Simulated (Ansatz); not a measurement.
In:

```
In
1.0
    -1.88253    1.88253    1.88253
     1.88253   -1.88253    1.88253
     1.88253    1.88253   -1.88253
In
1
Direct
  0.00000 0.00000 0.00000
```

This isn't the form of In at room conditions, which is tetragonal.

| Property | Result |
| --- | --- |
| Program | Ansatz 0.2.0 |
| Task | relaxation of cell and atoms |
| Functional | PBEsol |
| Potentials or basis | Ansatz PAW |
| Cutoff | 420 eV (not typed: the program's choice for these potentials) |
| k mesh | 10 × 10 × 10 |
| Occupations | fermi-dirac, width 0.05 eV |
| Spin | no spin polarisation |

At the start: volume 26.69 Å³/atom.

Problem. Where does the relaxation end?

Solution. It ends after 4 steps and the volume is 25.76 Å³/atom (-3.5 %); space group Im-3m (No. 229, to 0.05 Å).

Step by step:
| step | energy change (eV) | largest force (eV/Å) | volume (Å³) |
| --- | --- | --- | --- |
| 1 | 0.0000 | 0.0000 | 26.69 |
| 2 | -0.0040 | 0.0000 | 25.93 |
| 3 | -0.0042 | 0.0000 | 25.76 |
| 4 | -0.0039 | 0.0000 | 25.76 |

Final structure:
```cif
data_structure
_symmetry_space_group_name_H-M 'P 1'
_symmetry_Int_Tables_number 1
_cell_length_a 3.2225
_cell_length_b 3.2225
_cell_length_c 3.2225
_cell_angle_alpha 109.471
_cell_angle_beta 109.471
_cell_angle_gamma 109.471
_cell_volume 25.76
loop_
_atom_site_label
_atom_site_type_symbol
_atom_site_fract_x
_atom_site_fract_y
_atom_site_fract_z
_atom_site_occupancy
In1 In 0.00000 0.00000 0.00000 1
```

Caveat: the plane-wave basis is chosen anew once the cell has moved, so the energies of steps on either side of that aren't comparable; the PAW data sets come from PBE, with cores solved anew for the run's functional, which leaves a small shift of forces and pressure.
